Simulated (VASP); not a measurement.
Set up this calculation in VASP 6.6.1, as the native input.

```
Task                   : single point
Functional             : PBEsol
Potentials or basis    : VASP PAW PBE potentials, release 64 (Mg, O)
Cutoff                 : 520 eV
k mesh                 : 6 × 6 × 6
Occupations            : fermi-dirac, width 0.05 eV
Spin                   : no spin polarisation
Dipole correction      : no
Further INCAR settings : ALGO = Normal; EDIFF = 1e-07; NBANDS = 40
```

The structure of MgO2 lies in POSCAR:

```
MgO2
1.0
    4.8286124700      0.0000000000      0.0000000000
    0.0000000000      4.8286124700      0.0000000000
    0.0000000000      0.0000000000      4.8286124700
Mg O
4 8
Direct
    0.0000000000      0.0000000000      0.0000000000
    0.5000000000      0.0000000000      0.5000000000
    0.5000000000      0.5000000000      0.0000000000
    0.0000000000      0.5000000000      0.5000000000
    0.5894244400      0.9105755600      0.0894244400
    0.9105755600      0.0894244400      0.5894244400
    0.0894244400      0.5894244400      0.9105755600
    0.4105755600      0.4105755600      0.4105755600
    0.5894244400      0.5894244400      0.5894244400
    0.9105755600      0.4105755600      0.0894244400
    0.0894244400      0.9105755600      0.4105755600
    0.4105755600      0.0894244400      0.9105755600
```

The cell is a database's computed one.

One way to write it, as run:

INCAR

```
ALGO = Normal
EDIFF = 1E-7
ENCUT = 520
GGA = PS
ISIF = 2
ISMEAR = -1
LASPH = T
LCHARG = F
LREAL = F
LWAVE = F
NBANDS = 40
NELM = 100
PREC = Accurate
SIGMA = 0.05
```

KPOINTS

```
k-points
0
Gamma
  6 6 6
```

Potentials or basis: VASP PAW PBE potentials, release 64 (Mg, O).

Run with:

```sh
$ cat potpaw_PBE.64/Mg/POTCAR potpaw_PBE.64/O/POTCAR > POTCAR
$ mpirun -np 1 vasp_std > vasp.out
```

It gave:

```json
{"Pressure": "0.3 GPa", "Largest force": "0.176 eV/Å", "Band gap on the k mesh": "3.85 eV, indirect (least direct gap 3.98 eV)"}
```

Caveat: the PAW data sets were made with another functional, which shifts forces and pressure a little.

It took 51 s on 1 thread of Intel(R) Xeon(R) 6975P-C (Granite Rapids) (shared host), peak memory 0.24 GiB.
